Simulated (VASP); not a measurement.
# Re (Fm-3m) in VASP: a series of runs, part 2 of 2

VASP 6.6.1. Earlier steps stand in the parts before.

## (4) Equation of state, r2SCAN, 14.79 Å³/atom (volume scaled by 0.96)

File INCAR:

```
ALGO = Normal ; EDIFF = 1E-6
ENCUT = 520 ; ISIF = 2
ISMEAR = -1 ; LASPH = True
LCHARG = False ; LMIXTAU = True
LREAL = False ; LWAVE = False
METAGGA = R2SCAN ; NELM = 60
PREC = Accurate ; SIGMA = 0.05
```

File KPOINTS:

```
k-points
0
Gamma
  12 12 12
```

File POSCAR:

```
Re
1.0
    0.0000000000      1.9483075387      1.9483075387
    1.9483075387      0.0000000000      1.9483075387
    1.9483075387      1.9483075387      0.0000000000
Re
1
Direct
    0.0000000000      0.0000000000      0.0000000000
```

Run with:

```console
> cat potpaw_PBE.64/Re/POTCAR > POTCAR
> mpirun -np 1 vasp_std > vasp.out
```

Wall time 16 s (1 thread of Intel Xeon 6975P-C (Granite Rapids), shared host); peak memory 0.13 GiB.

Results (log left out):

```
Free energy            : -52.3968 eV
Pressure               : -1.2 GPa
Band gap on the k mesh : none (metal or under the smearing width)
```

Caveat: the PAW data sets were made with another functional, which shifts forces and pressure a little.

## (5) Equation of state, r2SCAN, 15.10 Å³/atom (volume scaled by 0.98)

File INCAR:

```
SYSTEM = Re
PREC     = Accurate       ! precision mode
ENCUT    = 520            ! plane-wave cutoff, eV
EDIFF    = 1E-6           ! SCF threshold, eV
ISMEAR   = -1             ! smearing method
SIGMA    = 0.05           ! smearing width, eV
LREAL    = .False.        ! projectors in reciprocal space
LASPH    = .True.         ! aspherical terms in the spheres
NELM     = 100            ! most SCF steps
ALGO     = Normal         ! electronic algorithm
ISIF     = 2              ! what is computed and relaxed
LWAVE    = .False.        ! write WAVECAR
LCHARG   = .False.        ! write CHGCAR
METAGGA  = R2SCAN         ! meta-GGA
LMIXTAU  = .True.
```

File KPOINTS:

```
Automatic mesh
0
Gamma
  12 12 12
  0 0 0
```

File POSCAR:

```
Re
1.0
    0.0000000000      1.9617445670      1.9617445670
    1.9617445670      0.0000000000      1.9617445670
    1.9617445670      1.9617445670      0.0000000000
Re
1
Direct
    0.0000000000      0.0000000000      0.0000000000
```

Run with:

```console
> cat potpaw_PBE.64/Re/POTCAR > POTCAR
> mpirun -np 1 vasp_std > vasp.out
```

Wall time 28 s (1 thread of Intel Xeon 6975P-C (Granite Rapids), shared host); peak memory 0.15 GiB.

Results (log left out):

* Free energy: -52.3876 eV
* Pressure: -8.7 GPa
* Band gap on the k mesh: none (metal or under the smearing width)

Caveat: the PAW data sets were made with another functional, which shifts forces and pressure a little.

## (6) Equation of state, r2SCAN, 15.72 Å³/atom (volume scaled by 1.02)

File INCAR:

```
ALGO     = Normal         # electronic algorithm
EDIFF    = 1E-6           # SCF threshold, eV
ENCUT    = 520            # plane-wave cutoff, eV
ISIF     = 2              # what is computed and relaxed
ISMEAR   = -1             # smearing method
LASPH    = True           # aspherical terms in the spheres
LCHARG   = False          # write CHGCAR
LMIXTAU  = True         
LREAL    = False          # projectors in reciprocal space
LWAVE    = False          # write WAVECAR
METAGGA  = R2SCAN         # meta-GGA
NELM     = 60             # most SCF steps
PREC     = Accurate       # precision mode
SIGMA    = 0.05           # smearing width, eV
```

File KPOINTS:

```
k-points
0
Gamma
  12 12 12
```

File POSCAR:

```
Re
1.0
    0.0000000000      1.9880798514      1.9880798514
    1.9880798514      0.0000000000      1.9880798514
    1.9880798514      1.9880798514      0.0000000000
Re
1
Direct
    0.0000000000      0.0000000000      0.0000000000
```

Potentials or basis: VASP PAW PBE potentials, release 64 (Re).

Run with:

```console
> cat potpaw_PBE.64/Re/POTCAR > POTCAR
> mpirun -np 1 vasp_std > vasp.out
```

It took 25 s on 1 thread of Intel Xeon 6975P-C (Granite Rapids), shared host; peak memory 0.15 GiB.

It converged, with:

* Free energy: -52.3287 eV
* Pressure: -21.5 GPa
* Band gap on the k mesh: none (metal or under the smearing width)

Caveat: the PAW data sets were made with another functional, which shifts forces and pressure a little.

## (7) Equation of state, r2SCAN, 16.02 Å³/atom (volume scaled by 1.04)

File INCAR:

```
PREC = Accurate ; ENCUT = 520
EDIFF = 1E-7 ; ISMEAR = -1
SIGMA = 0.05 ; LREAL = False
LASPH = True ; NELM = 100
ALGO = Normal ; ISIF = 2
LWAVE = False ; LCHARG = False
METAGGA = R2SCAN ; LMIXTAU = True
```

File KPOINTS:

```
Automatic mesh
0
Gamma
  12 12 12
```

File POSCAR:

```
Re
1.0
    0.0000000000      2.0009898225      2.0009898225
    2.0009898225      0.0000000000      2.0009898225
    2.0009898225      2.0009898225      0.0000000000
Re
1
Direct
    0.0000000000      0.0000000000      0.0000000000
```

Run with:

```console
> cat potpaw_PBE.64/Re/POTCAR > POTCAR
> mpirun -np 1 vasp_std > vasp.out
```

It took 30 s on 1 thread of Intel Xeon 6975P-C (Granite Rapids), shared host; peak memory 0.15 GiB.

The run converged. Its results:

| Quantity | Value |
| --- | --- |
| Free energy | -52.2819 eV |
| Pressure | -27.1 GPa |
| Band gap on the k mesh | none (metal or under the smearing width) |

Caveat: the PAW data sets were made with another functional, which shifts forces and pressure a little.

## (8) Equation of state, r2SCAN, 16.33 Å³/atom (volume scaled by 1.06)

File INCAR:

```
PREC = Accurate
ENCUT = 520
EDIFF = 1E-6
ISMEAR = -1
SIGMA = 0.05
LREAL = F
LASPH = T
NELM = 60
ALGO = Normal
ISIF = 2
LWAVE = F
LCHARG = F
METAGGA = R2SCAN
LMIXTAU = T
```

File KPOINTS:

```
regular mesh
0
Gamma
  12 12 12
```

File POSCAR:

```
Re
1.0
    0.0000000000      2.0137353243      2.0137353243
    2.0137353243      0.0000000000      2.0137353243
    2.0137353243      2.0137353243      0.0000000000
Re
1
Direct
    0.0000000000      0.0000000000      0.0000000000
```

Run with:

```console
> cat potpaw_PBE.64/Re/POTCAR > POTCAR
> mpirun -np 1 vasp_std > vasp.out
```

Run time: 26 s. Hardware: 1 thread of Intel Xeon 6975P-C (Granite Rapids), shared host; peak memory 0.15 GiB.

The run converged. Its results:

```
Free energy            : -52.2252 eV
Pressure               : -32.0 GPa
Band gap on the k mesh : none (metal or under the smearing width)
```

Caveat: the cell as given lies far from equilibrium; the potentials were made for another functional, which shifts forces and pressure.

## (9) Elastic constants, r2SCAN

File POSCAR:

```
Re
1.0
    0.0000000000      1.9750000000      1.9750000000
    1.9750000000      0.0000000000      1.9750000000
    1.9750000000      1.9750000000      0.0000000000
Re
1
Direct
    0.0000000000      0.0000000000      0.0000000000
```

File INCAR.step1:

```
SYSTEM = Re
  PREC = Accurate
  ENCUT = 600
  EDIFF = 1E-8
  ISMEAR = 1
  SIGMA = 0.1
  LREAL = .False.
  LASPH = .True.
  NELM = 80
  ALGO = Normal
  ISIF = 3
  LWAVE = .False.
  LCHARG = .False.
  METAGGA = R2SCAN
  LMIXTAU = .True.
  IBRION = 2
  NSW = 40
  EDIFFG = -0.002
```

File INCAR.step2:

```
SYSTEM = Re
  PREC = Accurate
  ENCUT = 600
  EDIFF = 1E-8
  ISMEAR = 1
  SIGMA = 0.1
  LREAL = .False.
  LASPH = .True.
  NELM = 80
  ALGO = Normal
  ISIF = 3
  LWAVE = .False.
  LCHARG = .False.
  METAGGA = R2SCAN
  LMIXTAU = .True.
  IBRION = 6
  NFREE = 2
  POTIM = 0.015
  NSW = 1
```

File KPOINTS:

```
regular mesh
0
Gamma
  9 9 9
  0 0 0
```

Potentials or basis: VASP PAW PBE potentials, release 64 (Re).

Run with:

```console
> cat potpaw_PBE.64/Re/POTCAR > POTCAR
> cp INCAR.step1 INCAR
> mpirun -np 1 vasp_std > vasp.out
> cp CONTCAR POSCAR
> cp INCAR.step2 INCAR
> mpirun -np 1 vasp_std > vasp.out
```

Wall time 7.4 min (1 thread of Intel Xeon 6975P-C (Granite Rapids), shared host); peak memory 0.19 GiB.

Results (log left out):

| Property | Result |
| --- | --- |
| Relaxed volume | 14.78 Å³/atom |
| Relaxed cell | a = 2.755 Å, b = 2.755 Å, c = 2.755 Å, α = 60.00°, β = 60.00°, γ = 60.00° |
| Space group after relaxing (to 0.05 Å) | Fm-3m (No. 225) |
| Elastic constants C11, C12, C44 | 556, 320, 222 GPa |
| Voigt bulk modulus | 399 GPa |

The path:
| step | energy change (eV) | largest force (eV/Å) | pressure (GPa) | volume (Å³) |
| --- | --- | --- | --- | --- |
| 1 | 0.0000 | 0.0000 | -15.02 | 15.41 |
| 2 | 0.6154 | 0.0000 | 100.66 | 12.41 |
| 3 | -0.0303 | 0.0000 | -1.52 | 14.84 |
| 4 | -0.0305 | 0.0000 | -0.30 | 14.79 |
| 5 | -0.0306 | 0.0000 | 0.02 | 14.78 |

Final structure:
```yaml
crystal:
  lattice:
    - [0.00000, 1.94790, 1.94790]
    - [1.94790, 0.00000, 1.94790]
    - [1.94790, 1.94790, 0.00000]
  atoms:
    - { symbol: Re, position: [0.00000, 0.00000, 0.00000] }
```

Elastic tensor in Voigt notation (GPa, in the Cartesian axes of the cell as first typed):
```
556 320 320   0   0   0
320 556 320   0   0   0
320 320 556   0   0   0
  0   0   0 222   0   0
  0   0   0   0 222   0
  0   0   0   0   0 222
```

Clamped-ion elastic tensor (GPa):
```
556 320 320   0   0   0
320 556 320   0   0   0
320 320 556   0   0   0
  0   0   0 222   0   0
  0   0   0   0 222   0
  0   0   0   0   0 222
```

Caveat: the PAW data sets were made with another functional, which shifts forces and pressure a little. Spin-orbit coupling is left out, which matters for the levels of Re.

## (10) Equation of state, r2SCAN

This step only gathers the single runs of the series.

What came out:

```
Equilibrium volume                      : 14.76 Å³/atom
Bulk modulus                            : 395 GPa
Pressure derivative of the bulk modulus : 4.5
```

Energy against volume, from the lowest point:
```csv
volume (Å³/atom),energy (meV/atom)
14.483,6.44
14.791,0.00
15.099,9.23
15.407,32.43
15.716,68.10
16.024,114.87
16.332,171.54
```

Caveat: the PAW data sets were made with another functional, which shifts forces and pressure a little. The run has no spin-orbit coupling, so splittings on Re are missing.
